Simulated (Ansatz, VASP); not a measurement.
# Ir in VASP and in Ansatz

```
Ir
1.0
     1.99339    1.99339    0.00000
    -1.99339    1.99339    0.00000
     0.00000    0.00000    3.78142
Ir
2
Direct
  0.00000 0.00000 0.00000
  0.50000 0.50000 0.50000
```

Change from the starting cell: biaxial strain in the a-b plane, c and atoms relaxed: +3.0 %.

Alike in both runs: functional PBE; k mesh 18 × 18 × 14; occupations gaussian, width 0.1 eV; no spin polarisation.

Ansatz relaxed the structure, and its values are those at the end. VASP's run is a single point on that final structure, the one shown.

|  | VASP | Ansatz |
| --- | --- | --- |
| version | VASP 6.6.1 | Ansatz 0.2.0 |
| potentials or method | VASP PAW PBE potentials, release 64 (Ir) | scalar-relativistic, plane waves, PAW |
| plane-wave cutoff (eV) | 520 | 420 |
| valence electrons in the cell | 18 | 34 |

VASP gave:

```
gap on the k mesh at the Fermi level (eV) : none
pressure (GPa)                            : -10.4
```

Estimate Ansatz's values.

gap on the k mesh at the Fermi level (eV): none; pressure (GPa): -10.8.

A gap of «none» marks a metal or a gap that the smearing closes. The functional is the same, so the differences come from potentials, cutoffs and numerics. The two sets of potentials don't hold the same shells in valence.

The runs have no spin-orbit coupling, so splittings on Ir are missing.
